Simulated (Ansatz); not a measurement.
The reference is KCl in the rock salt structure (space group Fm-3m, No. 225).

```yaml
crystal:
  lattice:
    - [0.00000, 3.12135, 3.12135]
    - [3.12135, 0.00000, 3.12135]
    - [3.12135, 3.12135, 0.00000]
  atoms:
    - { symbol: K, position: [0.00000, 0.00000, 0.00000] }
    - { symbol: Cl, position: [0.50000, 0.50000, 0.50000] }
```

Cartesian axes are those of the cell as printed.

Computed with PBEsol/PAW in Ansatz (a quantum-chemistry and plane-wave program), no SOC.

One thing is altered: the cell is scaled by 0.9900 in all directions; the atoms relax in the strained cell.

Predict the stress tensor and what it implies for the stiffness.

Stress of the strained cell less that of the base (GPa, compression positive):
```
   0.60    0.00    0.00
   0.00    0.60    0.00
   0.00    0.00    0.60
```

Then B = −ΔP/(ΔV/V₀) with ΔV/V₀ = -0.0297 gives secant stiffness values (nonlinear terms included at this strain): B ≈ 20 GPa.

Stability against distortions was not tested.
